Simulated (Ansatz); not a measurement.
# Cu under pressure: fit and missing row

Cu, P6_3/mmc, a = 2.531 Å, c = 4.130 Å. This isn't the element's structure at ambient conditions. Ansatz: r2SCAN, PAW, 500 eV, Γ-centred 18×18×10 mesh on 2 atoms, Gaussian smearing 0.10 eV; no spin polarisation. Cell and atoms are relaxed at each pressure, and no other structure is tried, so the rows at high pressure may lie past a change of phase.

```tsv
V (Å³/atom)	P (GPa)
8.667	90.01
9.457	49.98
10.200	25.01
10.750	12.00
?	4.03
11.384	1.00
11.451	0.04
11.527	-1.00
```

Take V0 = 11.451 Å³/atom, count pressures from its P0 = 0.04 GPa, fit the third-order Birch–Murnaghan form to the other rows, and predict the missing volume.

With the Eulerian strain f = ½[(V0/V)^(2/3) − 1] and y = (P − P0)/[3f(1 + 2f)^(5/2)], the form is the line y = B0 + 1.5 B0 (B0′ − 4) f. Rows (f, y): 0.10203, 184.8; 0.06802, 177.9; 0.04009, 171.2; 0.02151, 166.8; 0.00196, 161.7; -0.00220, 159.3. Means f = 0.03857, y = 170.28; Σ(Δf)² = 0.008190, ΣΔfΔy = 1.968; the slope is their ratio. y = 161.0 + 240.3 f GPa, so B0 = 161.0 GPa and B0′ = 4 + 2 × (240.3)/(3 × 161.0) = 5.00. P = 4.03 GPa is met at f = 0.00785 (y = 162.89), so V = V0 (1 + 2f)^(−3/2) = 11.186 Å³/atom. The run gave 11.187 Å³/atom, so the fit is 0.001 Å³/atom too low, within the rms miss on the fitted rows (0.003 Å³/atom).

The mesh isn't the same in all rows (18×18×10, 24×24×12).